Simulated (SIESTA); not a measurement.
Crystal: As.

```
As
1.0
     1.88080    1.08588    3.51406
    -1.88080    1.08588    3.51406
     0.00000   -2.17176    3.51406
As
2
Direct
  0.22600 0.22600 0.22600
  0.77400 0.77400 0.77400
```

Base run:

| Item | Value |
| --- | --- |
| Program | SIESTA 5.4.2 |
| Functional | BLYP |
| Potentials or basis | PseudoDojo 0.4 standard (PBE files) |
| Basis | DZP (energy shift 0.003 Ry; two zetas on semicore shells) |
| Grid cutoff | 500 Ry |
| Energy shift | 0.003 Ry |
| k mesh | 9 × 9 × 9 |
| Occupations | fermi-dirac, width 0.05 eV |
| Spin | no spin polarisation |

Its results: band gap on the k mesh none (metal or under the smearing width); pressure 10.9 GPa; largest force 0.829 eV/Å.

Problem. The run is repeated on the same cell with these changes: functional from BLYP to RPBE. What comes out?

Solution. Band gap on the k mesh none (metal or under the smearing width); pressure 8.2 GPa; largest force 0.942 eV/Å.

Caveats: the potentials were made for another functional, which shifts forces and pressure; the basis of atomic orbitals isn't converged, which shifts pressures, moduli and gaps.

Not every run made on this cell is shown here.
